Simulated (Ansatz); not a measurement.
# LiH: pressure against volume per atom

Results calculated with Ansatz 0.2.0, not measured. Density functional stress and forces at fixed atoms, pressure and stress positive in compression, spin-unpolarised plane waves.

Cell of the first row (space group Fm-3m, No. 225):
```
LiH
1.0
      0.0000     1.9028     1.9028
      1.9028     0.0000     1.9028
      1.9028     1.9028     0.0000
Li H
1 1
Direct
  0.00000 0.00000 0.00000
  0.50000 0.50000 0.50000
```

Settings of every row: periodic directions 3; functional PBE; spin orbit no; potentials PAW; wave cutoff 420 eV; k mesh 10x10x10; smearing width 0.02 eV.

| row | volume per atom (Å³) | pressure (GPa) |
| --- | --- | --- |
| 1 | 6.89 | 7.26 |
| 2 | 7.309 | 4.07 |
| 3 | 7.334 | 3.9 |
| 4 | 7.563 | ? |
| 5 | 7.982 | 0.28 |
| 6 | 8.036 | 0.03 |
| 7 | 8.043 | 0 |
| 8 | 8.059 | -0.07 |
| 9 | 8.781 | -2.76 |
| 10 | 8.842 | -2.94 |
| 11 | 9.242 | -4.01 |

Question: what pressure should row 4 give?

Worked fit of pressure. Take u = (V_r/V)^(2/3) − 1 with V_r = 8.0395 Å³ an atom, which is twice the finite (Eulerian) strain; such expansions in the strain, on which the Birch-Murnaghan equation of state is built, carry the rest volume and the bulk modulus. The shown rows have u = 0.10834, 0.06557, 0.06314, 0.0048, 0.00029, -0.00029, -0.00161, -0.05712, -0.06146, -0.08874. Least squares give pressure = 0.015 + 54.52 × u + 107.99 × u² + 55.1 × u³ GPa; a parabola predicts inner rows, each left out in turn, worse (root mean square 0.011 against 0.0023 GPa). All shown rows lie on it to the printed digit. The pressure vanishes at u = -0.0003, or V = 8.043 Å³ an atom, and there the bulk modulus with atoms relaxed is B = −V dP/dV = (2/3)(1 + u) dP/du = 36.3 GPa. The withheld row has u = 0.04157, so the fit gives 0.015 + 54.52 × (0.04157) + 107.99 × (0.04157)² + 55.1 × (0.04157)³ = 2.47 GPa.

The calculation gave 2.47 GPa. The fit meets it to the printed digit.
